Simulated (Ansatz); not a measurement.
System: zinc-blende InN (metastable phase). Method: LC-ωPBE (Ansatz, a quantum-chemistry and plane-wave program, PAW).

Run with plane-wave cutoff 460 eV, 10×10×10 k mesh, Fermi–Dirac smearing 0.01 eV, scalar-relativistic PAW data made under PBE.

Equation-of-state points:

```tsv
V (Å³/atom)	E − E_lowest (meV/atom)
14.198	21.71
14.572	5.22
14.766	1.19
14.946	0.00
15.319	4.71
15.575	13.03
```

### Question
Fit the third-order Birch–Murnaghan equation and give B0 and B′.

### Answer
V0 = 14.947 Å³/atom, B0 = 170 GPa, B′ = 4.2 (fit to the energies at full precision).

Measured, for comparison: equilibrium volume per atom 15.72 Å³/atom (temperature not stated, no zero-point or thermal correction, epilayer on 3C-SiC; as tabulated in Schörmann, As, Lischka, Schley, Goldhahn et al., Appl. Phys. Lett. 89, 261903 …). Computed (rounded) less measured: equilibrium volume per atom -4.9 %.

Spin–orbit coupling is not included.

Computed values are for the static lattice.
